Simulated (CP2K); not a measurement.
Crystal: Sn.

```xyz
1
Lattice="3.3156 0.0000 0.0000 -1.6519 2.8748 0.0000 -0.8319 -1.4374 2.8697" Properties=species:S:1:pos:R:3 pbc="T T T"
Sn    0.0000    0.0000    0.0000
```

This isn't the form of Sn at room conditions, which is tetragonal (white tin).

Base run:

| Item | Value |
| --- | --- |
| Program | CP2K 2026.2 |
| Functional | HLE16 |
| Potentials or basis | POTENTIAL_UZH Sn GTH-PBE-q4; TZVP-MOLOPT-PBE-GTH basis |
| Density cutoff | 9184 eV |
| k mesh | 10 × 10 × 10 |
| Occupations | fermi-dirac, width 0.05 eV |
| Spin | no spin polarisation |

Its results: band gap on the k mesh none (metal or under the smearing width); pressure -9.5 GPa.

Task: The run is repeated on the same cell with these changes: functional from HLE16 to BEEF-vdW. What comes out?

Result: Band gap on the k mesh none (metal or under the smearing width); pressure 2.2 GPa.

Caveats: the potentials were made for another functional, which shifts forces and pressure; the basis of atomic orbitals isn't converged, which shifts pressures, moduli and gaps; the potentials were made for a functional far from this one (some runs).
